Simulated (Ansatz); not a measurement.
## Ni₃Ge: a fit and a missing row

Ni₃Ge, Pm-3m, a = 3.533 Å. The structure is a Materials Project entry; whether it is the stable form wasn't checked. Ansatz: r2SCAN, PAW, 500 eV, Γ-centred 12×12×12 mesh on 4 atoms, Gaussian smearing 0.10 eV; no spin polarisation. Symmetry fixes shape and atoms, so the cell is only scaled; pressure is positive in compression.

| V (Å³/atom) | P (GPa) |
| --- | --- |
| 10.360 | 15.44 |
| 10.691 | 7.04 |
| 11.021 | 0.00 |
| 11.352 | -5.91 |
| 11.682 | ? |

Problem. Take V0 = 11.021 Å³/atom, fit the third-order Birch–Murnaghan form to the other rows, and predict the missing pressure.

Solution. With the Eulerian strain f = ½[(V0/V)^(2/3) − 1] and y = P/[3f(1 + 2f)^(5/2)], the form is the line y = B0 + 1.5 B0 (B0′ − 4) f. Rows (f, y): 0.02105, 220.5; 0.01024, 217.8; -0.00977, 211.8. Means f = 0.007173, y = 216.70; Σ(Δf)² = 0.0004890, ΣΔfΔy = 0.1391; the slope is their ratio. y = 214.7 + 284.5 f GPa, so B0 = 214.7 GPa and B0′ = 4 + 2 × (284.5)/(3 × 214.7) = 4.88. At V = 11.682, f = -0.01904, y = 209.28 and P = -10.85 GPa. The run gave -10.85 GPa, the same to the digits shown. The form still works here, 33 % of the fitted range beyond its end.